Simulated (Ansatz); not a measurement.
Wanted: the native input for an Ansatz 0.2.0 run.

| Quantity | Value |
| --- | --- |
| Task | single point |
| Functional | PBE |
| Potentials or basis | Ansatz PAW |
| Cutoff | 420 eV (not typed: the program's choice for these potentials) |
| k mesh | 11 × 11 × 10 |
| Occupations | fermi-dirac, width 0.05 eV |
| Spin | collinear spin, random start |
| Starting moments | [1.71, 0.0] μB |

CoO:

```
Co O
1.0
     2.82845    0.00000    0.00000
    -1.41423    2.44951    0.00000
     0.00000    0.00000    2.72172
Co O
1 1
Direct
  0.00000 0.00000 0.50000
  0.66667 0.33333 0.00000
```

The cell was built by a generator and needn't be a form met in nature.

One way to write it, as run:

input.yaml

```yaml
crystal:
  lattice:
    - [2.82845, 0.0, 0.0]
    - [-1.41423, 2.44951, 0.0]
    - [0.0, 0.0, 2.72172]
  atoms:
    - { symbol: Co, position: [0.0, 0.0, 0.5], spin: 1.71 }
    - { symbol: O, position: [0.66667, 0.33333, 0.0] }
hamiltonian:
  xc: pbe
  pseudopotentials: { kind: paw }
magnetization:
  spin_polarized: true
kpoints:
  mp_grid: { grid: [11, 11, 10] }
scf:
  occupations: { method: fermi_dirac, width: 0.05 }
output:
  forces: true
  stress: true
  eigenvalues: true
```

Potentials or basis: Ansatz PAW.

Command:

```sh
$ ansatz run input.yaml --threads 2 --pin off --max-ram 5632MiB --backend cpu --events-out ev --progress --plain --runs-dir out
```

It gave:

- Pressure: 0.1 GPa
- Band gap on the k mesh: none (metal or under the smearing width)
- Net moment: 3.00 μB per cell
- Absolute moment: 3.05 μB per cell
- Site moments: Co +2.50; O +0.42 μB

Caveat: the pressure holds a Pulay correction of +0.7 GPa for the finite cutoff; a cell with one magnetic atom can't hold antiferromagnetic order, which such compounds often take; semilocal functionals often make such compounds metallic where correlation or magnetic order opens a gap, which also shifts bond lengths.

Wall time 7.2 s on 2 threads of Arm Neoverse V1, on a shared host, peak memory 0.34 GiB.
